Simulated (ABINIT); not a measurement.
Sb:

```
CELL_PARAMETERS angstrom
4.18479 0.00000 0.00000
-2.09240 3.62414 0.00000
0.00000 0.00000 6.73414
ATOMIC_POSITIONS crystal
Sb 0.66667 0.33333 0.71387
Sb 0.66667 0.33333 0.28613
Sb 0.00000 0.00000 0.00000
```

The cell was built by a generator and needn't be a form met in nature.

```yaml
Program: ABINIT 10.8.3 (patched build)
Task: single point
Functional: PBE
Potentials_or_basis: JTH PAW PBE v2.0
Cutoff: 435 eV
k_mesh: 7 × 7 × 4
Occupations: fermi-dirac, width 0.05 eV
Spin: no spin polarisation
```

On this cell: pressure 0.0 GPa; largest force 0.011 eV/Å; band gap on the k mesh none (metal or under the smearing width).

The same run follows on a disturbed copy (atoms moved at random, drawn with an rms of 0.05 Å):

```xyz
3
Lattice="4.1848 0.0000 0.0000 -2.0924 3.6241 0.0000 0.0000 0.0000 6.7341" Properties=species:S:1:pos:R:3 pbc="T T T"
Sb    2.0916    1.1407    4.7668
Sb    2.1162    1.1868    1.9357
Sb   -0.0067   -0.0166   -0.0005
```

Task: What does the disturbed cell give?

Result: The energy (extrapolated to zero smearing) moves by +2.7 meV/atom; pressure -0.1 GPa; largest force 0.289 eV/Å; band gap on the k mesh none (metal or under the smearing width).

Forces on the atoms (eV/Å):
```
Sb  -0.015  0.067  0.281
Sb  -0.049  0.020 -0.257
Sb   0.064 -0.087 -0.024
```

Stress tensor (GPa, compression positive):
```
 0.26 -0.10 -0.12
-0.10 -0.02 -0.18
-0.12 -0.18 -0.63
```
